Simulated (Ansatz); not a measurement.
Crystal: Bi2Te3 (Tellurobismuthite).

```xyz
5
Lattice="2.1930 1.2661 10.1657 -2.1930 1.2661 10.1657 0.0000 -2.5323 10.1657" Properties=species:S:1:pos:R:3 pbc="T T T"
Bi    0.0000    0.0000   18.2982
Bi    0.0000    0.0000   12.1988
Te    0.0000    0.0000   24.1079
Te    0.0000    0.0000    6.3891
Te    0.0000    0.0000    0.0000
```

```yaml
Program: Ansatz 0.2.0
Task: relaxation of cell and atoms
Functional: PBE
Potentials_or_basis: PseudoDojo standard (PBE files)
Cutoff: 1120 eV
Density_cutoff: 4480 eV
k_mesh: 7 × 7 × 7
Occupations: fermi-dirac, width 0.05 eV
Spin: no spin polarisation
```

At the start: volume 33.87 Å³/atom.

Task: Where does the relaxation end?

Result: It ends after 8 steps and the volume is 36.39 Å³/atom (+7.4 %); space group R-3m (No. 166, to 0.05 Å).

The path:
| step | energy change (eV) | largest force (eV/Å) | volume (Å³) |
| --- | --- | --- | --- |
| 1 | 0.0000 | 0.0411 | 169.36 |
| 2 | -0.0375 | 0.1941 | 180.26 |
| 3 | -0.0528 | 0.0400 | 178.39 |
| 4 | -0.0572 | 0.0599 | 179.37 |
| 5 | -0.0601 | 0.0349 | 180.63 |
| 6 | -0.0608 | 0.0069 | 181.62 |
| 7 | -0.0608 | 0.0007 | 181.94 |
| 8 | -0.0618 | 0.0007 | 181.94 |

Final structure:
```xyz
5
Lattice="2.2241 1.2841 10.6175 -2.2241 1.2841 10.6175 0.0000 -2.5682 10.6175" Properties=species:S:1:pos:R:3 pbc="T T T"
Bi    0.0000    0.0000   19.1846
Bi    0.0000    0.0000   12.6678
Te    0.0000    0.0000   25.0057
Te    0.0000    0.0000    6.8467
Te    0.0000    0.0000    0.0000
```

Caveat: the plane-wave basis is chosen anew once the cell has moved, so the energies of steps on either side of that aren't comparable.
